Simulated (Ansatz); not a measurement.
ZrO₂ (fluorite)

```
CELL_PARAMETERS angstrom
      0.00000     5.11587     5.11587
      2.55794     0.00000     2.55794
      2.55794     2.55794     0.00000
ATOMIC_POSITIONS crystal
  Zr 0.00000 0.00000 0.00000
  Zr 0.50000 0.00000 0.00000
  O  0.12500 0.25000 0.25000
  O  0.62500 0.25000 0.25000
  O  0.37500 0.75000 0.75000
  O  0.87500 0.75000 0.75000
```

In each cell atom 3 (O, nearest neighbour Zr at 2.215 Å; its periodic images, 3.6 Å or more away, move with it) moves by s·(0.707, 0.707, 0.000) (along Cartesian [110]), the rest being held.

Method: PBE (plane waves to 420 eV, PAW, scalar-relativistic; Ansatz, a first-principles code). k mesh 9×9×9 (Γ-centred), Fermi-Dirac smearing 0.05 eV. The energy includes the smearing's −TS. This is a high-temperature form of ZrO2. ZrO2 is run without spin polarisation. ZrO2 was relaxed with its symmetry unable to fall. ΔE is measured from the undisplaced structure.

```csv
s (Å),ΔE (meV/cell)
-0.220,withheld
-0.176,165.2
-0.132,92.3
-0.088,40.8
-0.044,10.2
0.000,0.0
0.044,10.2
0.088,40.8
0.132,92.3
0.176,165.2
0.220,withheld
```

Fit an even polynomial form (powers 2, 4) to the given rows and predict ΔE at s = -0.220.

Least squares on the 9 given rows: ΔE = (5250)·s² + (2682)·s⁴, in meV/cell with s in Å; root-mean-square residual 0.02 meV/cell. At -0.220 the fit gives 260.4 meV/cell; the calculation gives 260.5 meV/cell, so the extrapolation is off by -0.1 (-0.0 %). The quadratic term alone would give 254.1 meV/cell.

(A displaced cell: forces are minus the slopes of the energy, force constants its curvatures, and phonons follow from these.)
